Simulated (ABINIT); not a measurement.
## Quasiparticle gap of NaCl (Fm-3m) in ABINIT

How does a plane-wave GW calculation on NaCl (Fm-3m) run from the first input to the gap?

Main program and level: ABINIT 10.8.3; PBE and many-body steps on it, plane waves.

This is a report of a sequence of runs, with most program output left out.

The database entry behind the starting cell differs from later determinations by our own check (an axis about 0.4 % short against later determinations), so it need not match the best structure at ambient conditions.

## 1. The starting structure

The structure is cubic, space group Fm-3m (No. 225). Conventional cell: a = 5.620 Å, b = 5.620 Å, c = 5.620 Å, α = 90.00°, β = 90.00°, γ = 90.00°. Na has 6 Cl at 2.81 Å nearest. Nearest to Cl lie 6 Na at 2.81 Å. Farther neighbours and most contacts between anions are not listed.

The cell and positions come from the Crystallography Open Database and are kept as given unless a step says otherwise.

## 2. Ground state

This step: ABINIT 10.8.3; DFT, PBE, plane waves, norm-conserving pseudopotentials.

The ground-state density comes first.

Input file run.abi:

```
acell 3*1.0 Angstrom
rprim 
  0.000000000000 2.810000000000 2.810000000000
  2.810000000000 0.000000000000 2.810000000000
  2.810000000000 2.810000000000 0.000000000000
ntypat 2
znucl 11 17
natom 2
typat 1 2
xred 
  0.000000000000 0.000000000000 0.000000000000
  0.500000000000 0.500000000000 0.500000000000
pp_dirpath "pseudos"
pseudos "Na.upf, Cl.upf"
ecut 38
ngkpt 6 6 6
nshiftk 1
shiftk 0 0 0
kptopt 1
chksymbreak 0
nband 13
occopt 1
tolvrs 1e-10
nstep 60
prtwf 0
optforces 0
optstress 0
indata_prefix "in"
outdata_prefix "out"
tmpdata_prefix "tmp"
```

The run is started by

```sh
$ OMP_NUM_THREADS=1 mpirun -n 8 abinit run.abi > log
```

It took 3.5 s on 8 MPI ranks of AMD EPYC 9R45, shared host; peak memory 0.71 GiB; 26 s of CPU time.

This step gave:

* total energy: -1693.8034 eV
* gap: 5.150 eV
* k of the valence top: 0, 0, 0
* k of the conduction bottom: 0, 0, 0
* least direct gap: 5.150 eV

The gap is direct, at Γ.

## 3. Bands along the symmetry lines

The cheap functional maps the bands first; the places of the edges decide which points the dearer methods must see.

Input file run.abi:

```
acell 3*1.0 Angstrom
rprim 
  0.000000000000 2.810000000000 2.810000000000
  2.810000000000 0.000000000000 2.810000000000
  2.810000000000 2.810000000000 0.000000000000
ntypat 2
znucl 11 17
natom 2
typat 1 2
xred 
  0.000000000000 0.000000000000 0.000000000000
  0.500000000000 0.500000000000 0.500000000000
pp_dirpath "pseudos"
pseudos "Na.upf, Cl.upf"
ecut 38
iscf -2
irdden 1
kptopt 0
nkpt 50
kpt 
  0.00000000 0.00000000 0.00000000
  0.06250000 0.00000000 0.06250000
  0.12500000 0.00000000 0.12500000
  0.18750000 0.00000000 0.18750000
  0.25000000 0.00000000 0.25000000
  0.31250000 0.00000000 0.31250000
  0.37500000 0.00000000 0.37500000
  0.43750000 0.00000000 0.43750000
  0.50000000 0.00000000 0.50000000
  0.51562500 0.03125000 0.51562500
  0.53125000 0.06250000 0.53125000
  0.54687500 0.09375000 0.54687500
  0.56250000 0.12500000 0.56250000
  0.57812500 0.15625000 0.57812500
  0.59375000 0.18750000 0.59375000
  0.60937500 0.21875000 0.60937500
  0.62500000 0.25000000 0.62500000
  0.37500000 0.37500000 0.75000000
  0.32812500 0.32812500 0.65625000
  0.28125000 0.28125000 0.56250000
  0.23437500 0.23437500 0.46875000
  0.18750000 0.18750000 0.37500000
  0.14062500 0.14062500 0.28125000
  0.09375000 0.09375000 0.18750000
  0.04687500 0.04687500 0.09375000
  0.00000000 0.00000000 0.00000000
  0.06250000 0.06250000 0.06250000
  0.12500000 0.12500000 0.12500000
  0.18750000 0.18750000 0.18750000
  0.25000000 0.25000000 0.25000000
  0.31250000 0.31250000 0.31250000
  0.37500000 0.37500000 0.37500000
  0.43750000 0.43750000 0.43750000
  0.50000000 0.50000000 0.50000000
  0.50000000 0.46875000 0.53125000
  0.50000000 0.43750000 0.56250000
  0.50000000 0.40625000 0.59375000
  0.50000000 0.37500000 0.62500000
  0.50000000 0.34375000 0.65625000
  0.50000000 0.31250000 0.68750000
  0.50000000 0.28125000 0.71875000
  0.50000000 0.25000000 0.75000000
  0.50000000 0.21875000 0.71875000
  0.50000000 0.18750000 0.68750000
  0.50000000 0.15625000 0.65625000
  0.50000000 0.12500000 0.62500000
  0.50000000 0.09375000 0.59375000
  0.50000000 0.06250000 0.56250000
  0.50000000 0.03125000 0.53125000
  0.50000000 0.00000000 0.50000000
istwfk *1
nband 15
nbdbuf 2
tolwfr 1e-08
nstep 40
prtwf 0
prtvol 0
indata_prefix "in"
outdata_prefix "out"
tmpdata_prefix "tmp"
```

It took 5.1 s on 8 MPI ranks; peak memory 0.59 GiB; 39 s of CPU time.

Numbers from this step:

```yaml
gap: 5.150 eV
k_of_the_valence_top: 0, 0, 0
k_of_the_conduction_bottom: 0, 0, 0
least_direct_gap: 5.150 eV
```

The gap is 5.150 eV, as in the run before at this level.

Electronic bands along the path, in eV, zero at the top of the highest filled band; v1 is the highest filled band, c1 the lowest empty one:

| point | v4 | v3 | v2 | v1 | c1 | c2 | c3 | c4 |
| --- | --- | --- | --- | --- | --- | --- | --- | --- |
| Γ | -12.68 | 0.00 | 0.00 | 0.00 | 5.15 | 11.06 | 11.06 | 11.06 |
| halfway | -12.47 | -1.08 | -0.32 | -0.32 | 7.13 | 9.10 | 10.83 | 12.41 |
| X | -12.29 | -1.69 | -0.61 | -0.61 | 7.55 | 8.05 | 11.40 | 14.88 |
| halfway | -12.28 | -1.62 | -0.77 | -0.58 | 7.79 | 8.33 | 11.15 | 13.72 |
| U | -12.28 | -1.43 | -1.13 | -0.50 | 8.24 | 9.04 | 10.59 | 12.74 |
| jump to K | -12.28 | -1.43 | -1.13 | -0.50 | 8.24 | 9.04 | 10.59 | 12.74 |
| halfway | -12.45 | -1.24 | -0.48 | -0.16 | 7.32 | 9.68 | 10.76 | 11.84 |
| Γ | -12.68 | 0.00 | 0.00 | 0.00 | 5.15 | 11.06 | 11.06 | 11.06 |
| halfway | -12.51 | -1.11 | -0.14 | -0.14 | 6.62 | 10.01 | 11.34 | 11.34 |
| L | -12.34 | -1.95 | -0.27 | -0.27 | 7.28 | 10.72 | 10.92 | 10.92 |
| halfway | -12.30 | -1.67 | -0.77 | -0.42 | 8.34 | 9.55 | 10.28 | 11.69 |
| W | -12.27 | -1.20 | -1.20 | -0.76 | 8.84 | 9.71 | 9.71 | 11.37 |
| halfway | -12.28 | -1.55 | -0.80 | -0.69 | 8.07 | 8.54 | 10.89 | 12.75 |
| X | -12.29 | -1.69 | -0.61 | -0.61 | 7.55 | 8.05 | 11.40 | 14.88 |

## 4. Empty states on the mesh, 4×4×4 mesh, 88 bands

The sums over transitions need many empty states on a uniform mesh; this step solves for them.

Input file run.abi:

```
acell 3*1.0 Angstrom
rprim 
  0.000000000000 2.810000000000 2.810000000000
  2.810000000000 0.000000000000 2.810000000000
  2.810000000000 2.810000000000 0.000000000000
ntypat 2
znucl 11 17
natom 2
typat 1 2
xred 
  0.000000000000 0.000000000000 0.000000000000
  0.500000000000 0.500000000000 0.500000000000
pp_dirpath "pseudos"
pseudos "Na.upf, Cl.upf"
ecut 38
ngkpt 4 4 4
nshiftk 1
shiftk 0 0 0
kptopt 1
chksymbreak 0
iscf -2
irdden 1
istwfk *1
nband 88
nbdbuf 8
tolwfr 1e-09
nstep 60
prtvol 0
indata_prefix "in"
outdata_prefix "out"
tmpdata_prefix "tmp"
```

Elapsed: 6.1 s, on 8 MPI ranks; peak memory 0.59 GiB; 47 s of CPU time.

Numbers from this step:

- gap: 5.150 eV
- k of the valence top: 0, 0, 0
- k of the conduction bottom: 0, 0, 0
- least direct gap: 5.150 eV
- k points computed: 8
- lowest point of the top converged band, above the valence top: 76.1511 eV

On this mesh the gap is 5.150 eV.

## 5. Screening, 4×4×4 mesh, 80 bands, screening to 136.1 eV

The RPA dielectric matrix is built and inverted for each q.

This step: RPA screening on PBE, plane waves, norm-conserving pseudopotentials.

Edit run.abi of step 4 so:

```diff
@@ -20,10 +20,11 @@
 chksymbreak 0
-iscf -2
-irdden 1
 istwfk *1
-nband 88
-nbdbuf 8
-tolwfr 1e-09
-nstep 60
-prtvol 0
+occopt 1
+irdwfk 1
+optdriver 3
+nband 80
+ecuteps 5
+inclvkb 2
+awtr 1
+symchi 1
 indata_prefix "in"
```

Wall time 4.8 s (8 MPI ranks); peak memory 1.3 GiB; 36 s of CPU time.

This step gave:

* ε∞ with local fields, on this mesh, along the program's q direction: 2.381
* the same without local fields: 2.795
* plasma frequency: 22.30 eV
* plane waves in the screening matrix: 169

Local fields lower ε∞ by 15 %. On a Γ-centred mesh this coarse the value itself is usually too large, while a short band sum pulls it down.

## 6. Self-energy, 4×4×4 mesh, 80 bands, screening to 136.1 eV

The self-energy is evaluated for the states that the input lists, and the levels follow from it, in one-shot runs by the linearised quasiparticle equation.

This step: G0W0 on PBE, plane waves, norm-conserving pseudopotentials.

Edit run.abi of step 5 so:

```diff
@@ -23,8 +23,15 @@
 irdwfk 1
-optdriver 3
+optdriver 4
 nband 80
+gwcalctyp 0
+ecutsigx 38
+symsigma 1
+nkptgw 1
+kptgw 
+  0.0000000000 0.0000000000 0.0000000000
+bdgw 
+  6 12
 ecuteps 5
-inclvkb 2
-awtr 1
-symchi 1
+irdscr 1
+ppmodel 1
 indata_prefix "in"
```

The job ended after 2.7 s (8 MPI ranks; peak memory 0.18 GiB; 20 s of CPU time).

This step gave:

```
G0W0 gap on the points computed              : 7.987 eV
starting gap on the mesh                     : 5.150 eV
k of the valence top                         : 0, 0, 0
k of the conduction bottom                   : 0, 0, 0
Z at the valence top                         : 0.812
Z at the conduction bottom                   : 0.865
least direct G0W0 gap on the computed points : 7.987 eV
```

The gap on the mesh goes from 5.15 eV to 7.99 eV, a correction of +2.84 eV.

Limits: finite bands, cutoff and mesh; coarse k mesh. v1 is the top filled band, c1 the lowest empty one. The levels before and after the correction (eV, zero at the valence-band top of each column):

|  | conduction bottom | valence top |
| --- | --- | --- |
| Kohn-Sham | 5.15 | 0.00 |
| G0W0 | 7.99 | 0.00 |

|  | level | energy (eV) |
| --- | --- | --- |
| Kohn-Sham | Γ v3-v1 | 0.000 |
| Kohn-Sham | Γ c1 | 5.150 |
| Kohn-Sham | Γ c2-c4 | 11.062 |
| G0W0 | Γ v3-v1 | 0.000 |
| G0W0 | Γ c1 | 7.987 |
| G0W0 | Γ c2-c4 | 14.379 |

## 7. Where the time went

Times are wall times on 8 MPI ranks of AMD EPYC 9R45, shared host, good to a factor of about two.

| step | time | share | memory (GiB) |
| --- | --- | --- | --- |
| ground state | 3.5 s | 16 % | 0.71 |
| bands along the symmetry lines | 5.1 s | 23 % | 0.59 |
| empty states on the mesh | 6.1 s | 28 % | 0.59 |
| screening | 4.8 s | 22 % | 1.3 |
| self-energy | 2.7 s | 12 % | 0.18 |

## 8. Results

* PBE gap: 5.15 eV, direct
* G0W0 gap on the mesh: 7.99 eV
* GW settings: 4×4×4 mesh, 80 bands, screening to 136.1 eV, Godby-Needs plasmon pole
* known limits: not at the basis limit; coarse k mesh

**Reading.** G0W0 moves the gap on the mesh from 5.15 eV to 7.99 eV (+2.84 eV), with Z of 0.81 and 0.86 at the edges. Local fields lower the RPA ε∞ on this mesh from 2.79 to 2.38; a Γ-centred mesh this coarse tends to raise both, most where the direct gap is narrow, while a short band sum lowers them. Only 1 of the mesh's irreducible points was corrected, so a valley elsewhere could overtake. Bands and cutoff are finite, so the gap is not at the basis limit. The miss can reach some tenths of an eV and take either sign; the mesh is an error of its own. In the G0W0 run levels were corrected at 1 k point alone, so a gap called «on the mesh» is the least over those, and an edge elsewhere would be missed. The 4×4×4 mesh is coarse for this cell, which bears on the long-range parts of exchange and screening.

[Paths, hosts, dates, memory and timing lines, banners, echoed tables and standing remarks are left out of the program output.]

[Logs are printed without paths, hosts, clocks, repeated set-up lines and the standing remarks that a program may print on its own settings, such as how far it seeks lower states.]

[Runs of the session that timed out or met a known fault of the program may be left out.]

[Hosts, paths, dates, database ids (printed as entryN), source tags and the programs' standing remarks are cut or masked in the printed files.]

[G0W0 gaps are taken among the corrected bands and points alone; a level outside them can change the order at an edge.]

[Where Ansatz stands beside ABINIT at settings called matched, ABINIT's density can come from a denser mesh and the files from another edition; pairs whose starting gaps differed by over 0.03 eV were left out, so agreement reads better than it is.]
